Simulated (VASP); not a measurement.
Wanted: the native input for a VASP 6.6.1 run.

* Task: single point
* Functional: LDA
* Potentials or basis: VASP PAW LDA potentials, release 64 (K_sv, F)
* Cutoff: 520 eV
* k mesh: 8 × 8 × 8
* Occupations: gaussian, width 0.05 eV
* Spin: no spin polarisation
* Dipole correction: no
* Further INCAR settings: ALGO = Normal; EDIFF = 1e-07; NBANDS = 15

The structure of KF lies in POSCAR:

```
KF
1.0
    2.9860511742      0.0000000000      0.0000000000
    0.0000000000      2.9860511742      0.0000000000
    0.0000000000      0.0000000000      3.8818665265
K F
1 1
Direct
    0.0000000000      0.0000000000      0.0000000000
    0.5000000000      0.5000000000      0.5000000000
```

The cell comes from a database or a generator and needn't be the stable form of this composition.

One way to write it, as run:

INCAR

```
PREC = Accurate
ENCUT = 520
EDIFF = 1E-7
ISMEAR = 0
SIGMA = 0.05
LREAL = F
LASPH = T
NELM = 80
ALGO = Normal
ISIF = 2
LWAVE = F
LCHARG = F
GGA = CA
NBANDS = 15
```

KPOINTS

```
regular mesh
0
Gamma
  8 8 8
```

Potentials or basis: VASP PAW LDA potentials, release 64 (K_sv, F).

Launch:

```console
$ cat potpaw_LDA.64/K_sv/POTCAR potpaw_LDA.64/F/POTCAR > POTCAR
$ mpirun -np 1 vasp_std > vasp.out
```

It gave:

- Pressure: -5.5 GPa
- Band gap on the k mesh: 4.81 eV, indirect (least direct gap 4.91 eV)

It took 11 s on 1 thread of Intel(R) Xeon(R) 6975P-C (Granite Rapids) (shared host), peak memory 0.16 GiB.
